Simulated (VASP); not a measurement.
# Settings for Se: relaxation of the atoms

Se, P1 (no. 1), 9 atoms in the cell. PBE, relaxation of the atoms; PAW potentials Se (PBE set). VASP 6.6.1.

Wanted: energy within 1 meV/atom; two shortest distances of each atom within 0.01 Å.

POSCAR:
```
Se
1.0
    4.3662000000      0.0000000000      0.0000000000
   -2.1831000000      3.7812401200      0.0000000000
    0.0000000000      0.0000000000     14.8608000000
Se
9
Direct
    0.7952290000      0.7868830000      0.0006320000
    0.7698340000      0.7884170000      0.3345060000
    0.7790210000      0.7824760000      0.6674580000
    0.0125460000      0.2231500000      0.2238630000
   -0.0055600000      0.2196440000      0.5524000000
    0.0174840000      0.2233570000      0.8866170000
    0.2182550000     -0.0074840000      0.1102410000
    0.2405000000      0.0209390000      0.4482290000
    0.1726920000     -0.0373830000      0.7760550000
```

The series start from Force threshold EDIFFG (eV/Å): -0.02; Electronic threshold EDIFF (eV): 1e-6; Relaxation method: conjugate gradient, POTIM 0.5; Mixing and least electronic steps: default. Each series keeps the choices made before it, and each single choice may use up half of a tolerance.

## Force threshold EDIFFG (eV/Å)

| Force threshold EDIFFG (eV/Å) | Energy less reference (meV/atom) | Two shortest distances of each atom, largest deviation (Å) | Time (s) |
|---|---|---|---|
| -0.1 | 0.5 | 0.003 | 63 |
| -0.05 | 0.3 | 0.004 | 104 |
| -0.03 | 0.2 | 0.002 | 134 |
| -0.02 | 0.1 | 0.001 | 119 |
| -0.01 | 0.0 | 0.001 | 172 |
| -0.005 | 0.0 | 0.000 | 189 |
| -0.002 (reference) | 0.0 | 0.000 | 270 |

Chosen: -0.05, the loosest value from which every tighter one stays within half of the tolerance.

## Electronic threshold EDIFF (eV)

| Electronic threshold EDIFF (eV) | Energy less reference (meV/atom) | Two shortest distances of each atom, largest deviation (Å) | SCF iterations | Time (s) |
|---|---|---|---|---|
| 0.001 | -0.1 | 0.003 | 43 | 80 |
| 0.0001 | 0.0 | 0.001 | 45 | 67 |
| 1e-5 | 0.0 | 0.001 | 60 | 86 |
| 1e-6 | 0.0 | 0.001 | 84 | 104 |
| 1e-7 (reference) | 0.0 | 0.000 | 97 | 117 |

Chosen: 0.001.

## Relaxation method

| Relaxation method | Energy less reference (meV/atom) | Two shortest distances of each atom, largest deviation (Å) | SCF iterations | Time (s) |
|---|---|---|---|---|
| conjugate gradient, POTIM 0.5 | 0.0 | 0.000 | 43 | 80 |
| conjugate gradient, POTIM 0.2 | 0.1 | 0.003 | 48 | 69 |
| conjugate gradient, POTIM 1.0 | 0.1 | 0.002 | 43 | 63 |
| quasi-Newton, POTIM 0.5 | 0.3 | 0.002 | 28 | 40 |
| quasi-Newton, POTIM 0.3, 10 steps kept | 0.3 | 0.003 | 39 | 64 |
| quasi-Newton, POTIM 0.5, at least 5 electronic steps | 0.1 | 0.001 | 44 | 56 |
| damped dynamics, POTIM 0.2, SMASS 0.4 | 0.0 | 0.004 | 54 | 75 |
| damped dynamics, POTIM 0.4, SMASS 0.8 | 0.0 | 0.002 | 40 | 61 |
| velocity quench, POTIM 0.1 | 0.1 | 0.001 | 32 | 37 |

Chosen: quasi-Newton, POTIM 0.5, which stays within half of the tolerance.

## Mixing and least electronic steps

| Mixing and least electronic steps | Energy less reference (meV/atom) | Two shortest distances of each atom, largest deviation (Å) | SCF iterations | Time (s) |
|---|---|---|---|---|
| default | 0.0 | 0.000 | 28 | 40 |
| MAXMIX 40 | 0.0 | 0.000 | 28 | 32 |
| NELMIN 4 | -0.2 | 0.002 | 38 | 46 |
| NELMIN 4, MAXMIX 40 | -0.2 | 0.002 | 38 | 49 |
| ALGO Fast | 0.1 | 0.001 | 30 | 38 |

Chosen: default; no other choice that stays within half of the tolerance saves 30 % of the time.

## All choices together

| Input | Energy less reference (meV/atom) | Two shortest distances of each atom, largest deviation (Å) | Time (s) |
|---|---|---|---|
| program defaults (naive) | 0.2 | 0.006 | 59 |
| chosen settings | 0.5 | 0.003 | 40 |
| reference settings throughout | 0.0 | 0.000 | 236 |

The tolerance is met.

## The input

INCAR:
```
PREC     = Normal         # precision mode
ENCUT    = 250            # plane-wave cutoff, eV
EDIFF    = 0.001          # SCF threshold, eV
ISMEAR   = 0              # smearing method
SIGMA    = 0.05           # smearing width, eV
LREAL    = False          # projectors in reciprocal space
LASPH    = True           # aspherical terms in the spheres
NELM     = 100            # most SCF steps
ALGO     = Normal         # electronic algorithm
LWAVE    = False          # write WAVECAR
LCHARG   = False          # write CHGCAR
IBRION   = 1              # ionic algorithm
NSW      = 150            # ionic steps
ISIF     = 2              # what is computed and relaxed
EDIFFG   = -0.05          # ionic threshold
POTIM    = 0.5            # step
KPAR     = 4             
```

KPOINTS:
```
k-points
0
Gamma
  4 4 2
```

Commands:
```
cat potpaw_PBE.64/Se/POTCAR > POTCAR
mpirun -np 4 vasp_std > vasp.out
```

The naive input happens to agree within the tolerance here, in 59 s.

Limits: the start was distorted on purpose (atoms moved at random), so the space group given is the start's and not the crystal's.

The chosen input took VASP 6.6.1 40 s on 4 cores (Intel Xeon Platinum 8259CL @ 2.50GHz (Skylake/Cascade Lake)), a shared host.

## An input that fails: ionic step far too long

VASP's message: internal error in: us.F  at line: 1398 internal ERROR SETYLM_AUG: -28 10 296 8 -29 9 9 If you are not a developer, you should not encounter this problem. Please submit a bug report.

Changes against the starting input:
```
- NELM = 100
- IBRION = 2
- NSW = 150
- POTIM = 0.5
+ NELM = 60
+ IBRION = 3
+ NSW = 30
+ POTIM = 5.0
+ SMASS = 0.4
```
